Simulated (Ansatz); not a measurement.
Computed with DFT PBE, scalar-relativistic, plane waves, PAW in Ansatz. Each cell gets a short relaxation within its symmetry: 420 eV, a coarse mesh through Γ, smearing of 0.2 eV, at most 16 steps to 0.08 eV/Å and 0.8 GPa. No spin polarisation. Energies are free energies per atom, good to about 0.1 eV/atom between metallic cells, end volumes are rough, and groups of ends are read at 0.1 Å.

Two unrelaxed guesses for MgZn4O:

A.

```cif
data_structure
_symmetry_space_group_name_H-M 'Cmmm'
_symmetry_Int_Tables_number 65
_cell_length_a 5.0820
_cell_length_b 8.2094
_cell_length_c 3.9676
_cell_angle_alpha 90.000
_cell_angle_beta 90.000
_cell_angle_gamma 90.000
_cell_volume 165.53
loop_
_atom_site_label
_atom_site_type_symbol
_atom_site_symmetry_multiplicity
_atom_site_Wyckoff_symbol
_atom_site_fract_x
_atom_site_fract_y
_atom_site_fract_z
_atom_site_occupancy
Mg1 Mg 2 a 0.00000 0.00000 0.00000 1
Zn1 Zn 4 i 0.50000 0.15908 0.00000 1
Zn2 Zn 4 f 0.25000 0.75000 0.50000 1
O1 O 2 c 0.50000 0.00000 0.50000 1
```

B.

```cif
data_structure
_symmetry_space_group_name_H-M 'Amm2'
_symmetry_Int_Tables_number 38
_cell_length_a 4.2039
_cell_length_b 8.1130
_cell_length_c 5.7913
_cell_angle_alpha 90.000
_cell_angle_beta 90.000
_cell_angle_gamma 90.000
_cell_volume 197.52
loop_
_atom_site_label
_atom_site_type_symbol
_atom_site_symmetry_multiplicity
_atom_site_Wyckoff_symbol
_atom_site_fract_x
_atom_site_fract_y
_atom_site_fract_z
_atom_site_occupancy
Mg1 Mg 2 a 0.00000 0.00000 0.93635 1
Zn1 Zn 4 e 0.50000 0.80785 0.66115 1
Zn2 Zn 4 d 0.00000 0.16839 0.39126 1
O1 O 2 a 0.00000 0.00000 0.30831 1
```

**Question.** Compare their energies before and after the relaxation.

**Answer.** As given, A is lower by 0.70 eV/atom. Relaxed, B is lower by 0.32 eV/atom, so the order turns round. A goes from Cmmm at 13.8 Å³/atom to Cmmm at 15.1 Å³/atom and gains 0.05 eV/atom. B goes from Amm2 at 16.5 Å³/atom to Amm2 at 17.4 Å³/atom and gains 1.07 eV/atom. The closest pair in A goes from Zn–O at 2.38 Å to Zn–O at 2.42 Å. The closest pair in B goes from Zn–O at 1.45 Å to Mg–O at 1.89 Å. At the end: counting Mg or Zn atoms around O (for each partner element, those within 1.25 times its shortest distance or 1.15 times the sum of covalent radii, where it is the nearest in units of that sum or under 1.3; the shortest distance is added where it exceeds 1.18 times the sum of covalent radii), A has O 8 from 2.4 Å and B has O 3. The lowest end among all the guesses of this search lies 0.37 eV/atom under the better of the two.
